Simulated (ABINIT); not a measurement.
Crystal: TiAl3.

```
Ti Al
1.0
    -1.91111    1.91111    4.28067
     1.91111   -1.91111    4.28067
     1.91111    1.91111   -4.28067
Ti Al
1 3
Direct
  0.00000 0.00000 0.00000
  0.25000 0.75000 0.50000
  0.75000 0.25000 0.50000
  0.50000 0.50000 0.00000
```

The cell comes from a database or a generator and needn't be the stable form of this composition.

| Quantity | Value |
| --- | --- |
| Program | ABINIT 10.8.3 (patched build) |
| Task | single point |
| Functional | PBEsol |
| Potentials or basis | PseudoDojo NC SR PBEsol v0.4.1 standard |
| Cutoff | 1143 eV |
| k mesh | 10 × 10 × 10 |
| Occupations | fermi-dirac, width 0.05 eV |
| Spin | no spin polarisation |

On this cell: pressure -0.6 GPa; largest force under 0.003 eV/Å; band gap on the k mesh none (metal or under the smearing width).

The same run follows on a disturbed copy (atoms moved at random, drawn with an rms of 0.05 Å):

```xyz
4
Lattice="-1.9111 1.9111 4.2807 1.9111 -1.9111 4.2807 1.9111 1.9111 -4.2807" Properties=species:S:1:pos:R:3 pbc="T T T"
Ti    0.0100   -0.0282   -0.0191
Al    1.9410    0.0420    2.1030
Al   -0.0123    1.9116    2.1052
Al   -0.0290    0.0296    4.2389
```

What does the disturbed cell give?

The energy (extrapolated to zero smearing) moves by +8.3 meV/atom; pressure -0.4 GPa; largest force 0.621 eV/Å; band gap on the k mesh none (metal or under the smearing width).

Forces in eV/Å, atoms in the order of the input:
```
Ti  -0.252  0.554 -0.122
Al  -0.289 -0.322  0.049
Al   0.208  0.157  0.049
Al   0.333 -0.389  0.024
```

Stress tensor (GPa, compression positive):
```
-0.29 -0.03  0.19
-0.03 -0.31 -0.21
 0.19 -0.21 -0.56
```
